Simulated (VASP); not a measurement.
PtS2:

```xyz
3
Lattice="3.5432 0.0000 0.0000 -1.7716 3.0685 0.0000 0.0000 0.0000 5.0388" Properties=species:S:1:pos:R:3 pbc="T T T"
Pt    0.0000    0.0000    0.0000
S     1.7716    1.0228    3.8950
S     0.0000    2.0457    1.1438
```

```yaml
Program: VASP 6.6.1
Task: relaxation of cell and atoms
Functional: PBE
Potentials_or_basis: VASP PAW PBE potentials, release 64 (Pt, S)
Cutoff: 580 eV
k_mesh: 9 × 9 × 5
Occupations: fermi-dirac, width 0.05 eV
Spin: no spin polarisation
```

At the start: pressure 11.1 GPa; volume 18.26 Å³/atom.

**Question.** Where does the relaxation end?

**Answer.** Over 20 steps the energy falls by 62.7 meV/atom and the volume is 23.19 Å³/atom (+27.0 %); space group P-3m1 (No. 164, to 0.05 Å).

Step by step:
```csv
step,energy change (eV),largest force (eV/Å),pressure (GPa),volume (Å³)
1,0.0000,1.2128,11.12,54.78
2,0.2405,1.3947,-12.59,65.46
3,-0.1403,0.0208,-0.43,58.46
4,-0.1405,0.0582,-0.08,58.32
5,-0.1405,0.0779,0.10,58.25
6,-0.1478,0.0012,0.19,58.33
7,-0.1525,0.1416,0.33,58.46
8,-0.1554,0.1612,0.07,58.89
9,-0.1621,0.2157,-0.68,60.20
10,-0.1678,0.3111,-1.89,62.83
11,-0.1684,0.3054,-1.84,62.88
12,-0.1702,0.2884,-1.71,63.04
13,-0.1735,0.2531,-1.45,63.36
14,-0.1789,0.1782,-0.90,63.99
15,-0.1846,0.0133,0.28,65.24
16,-0.1849,0.0430,0.68,65.64
17,-0.1857,0.0348,0.58,66.10
18,-0.1872,0.0151,0.29,67.45
19,-0.1879,0.0069,-0.11,70.18
20,-0.1880,0.0009,-0.02,69.57
```

Final structure:
```
CELL_PARAMETERS angstrom
3.57385 0.00000 0.00000
-1.78693 3.09505 0.00000
0.00000 0.00000 6.28978
ATOMIC_POSITIONS crystal
Pt 0.00000 0.00000 0.00000
S 0.66667 0.33333 0.80510
S 0.33333 0.66667 0.19490
```

Caveat: the volume moved by over 15 % at a fixed basis, so the end points are rough; this functional lacks dispersion, which binds the layers, so the pressure and a relaxed spacing across them are unreliable, and here the layers came unbound; the volume moved by +27 % from the deposited cell, more than functionals usually miss.
